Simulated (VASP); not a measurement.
**C under changes of volume**

One of the cells (5.785 Å³/atom); the others are scaled copies at fixed shape and fractional positions:

```
C
1.0
     0.00000    1.79518    1.79518
     1.79518    0.00000    1.79518
     1.79518    1.79518    0.00000
C
2
Direct
  0.75000 0.75000 0.75000
  0.50000 0.50000 0.50000
```

This isn't the form of C at room conditions, which is graphite.

| Quantity | Value |
| --- | --- |
| Program | VASP 6.6.1 |
| Functional | PBE |
| Potentials or basis | VASP PAW PBE potentials, release 64 (C) |
| Cutoff | 520 eV |
| k mesh | 13 × 13 × 13 |
| Occupations | fermi-dirac, width 0.05 eV |
| Spin | no spin polarisation |

```tsv
volume (Å³/atom)	energy over the lowest point (meV/atom)	pressure (GPa)	gap on the mesh (eV)
5.332	35.70	33.2	4.28
5.445	16.07	22.0	4.23
5.558	4.01	11.8	4.19
5.785	0.00	-6.0	4.10
5.899	?	?	?
6.012	18.97	-20.7	4.02
```

What does the run at 5.899 Å³/atom give?

Energy over the lowest point 6.88 meV/atom; pressure -13.7 GPa; gap on the mesh 4.06 eV.

Worked out: A Birch-Murnaghan fit of order 3 (a polynomial in V^(-2/3)) to the other rows has its minimum at 5.71 Å³/atom with B0 = V·E''(V) = 435 GPa and B' = 3.8. It gives 6.92 meV/atom at 5.899 Å³/atom, against the run's 6.88, and -dE/dV = -13.5 GPa, against -13.7. A straight line through the other rows of the gap, of slope -2.16 eV per unit of ln V, gives 4.06 eV, against the run's 4.06.

Energies are extrapolated to zero smearing.

Caveats: an odd mesh through Γ misses points on the zone boundary, where band edges often lie.
